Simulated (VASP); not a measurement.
**LiH (distorted rocksalt): one LDA single-point calculation in two programs**

```yaml
crystal:
  lattice:
    - [-0.05500, 1.93330, 1.97130]
    - [2.00910, -0.04900, 1.96530]
    - [1.99850, 1.91670, -0.03840]
  atoms:
    - { symbol: Li, position: [0.95440, 0.06090, 0.00600] }
    - { symbol: H, position: [0.49200, 0.48580, 0.47480] }
```

Datasets and cutoffs are each program's own. VASP's cell holds 4 valence electrons and Ansatz's 4. LDA means the Perdew–Zunger form with relativistic exchange in VASP and the Perdew–Wang form in Ansatz. Ansatz's stress includes a Pulay correction; VASP's doesn't.

Cutoffs: 520 eV in VASP, 420 eV in Ansatz. k meshes: 10×10×10 and 10×10×10.

```json
{"": "gap between bands v and c on the k mesh", "VASP": "2.52 eV", "Ansatz": "2.52 eV"}
{"": "least direct gap on the k mesh", "VASP": "2.71 eV", "Ansatz": "2.72 eV"}
{"": "pressure", "VASP": "-1.4 GPa", "Ansatz": "-1.2 GPa"}
{"": "largest force", "VASP": "0.25 eV/Å", "Ansatz": "0.25 eV/Å"}
```

Forces (eV/Å), VASP:

```json
{"atom": "Li", "Fx": "-0.236", "Fy": "0.024", "Fz": "-0.070"}
{"atom": "H", "Fx": "0.236", "Fy": "-0.024", "Fz": "0.070"}
```

Ansatz:

```tsv
atom	Fx	Fy	Fz
Li	-0.235	0.024	-0.070
H	0.235	-0.024	0.070
```
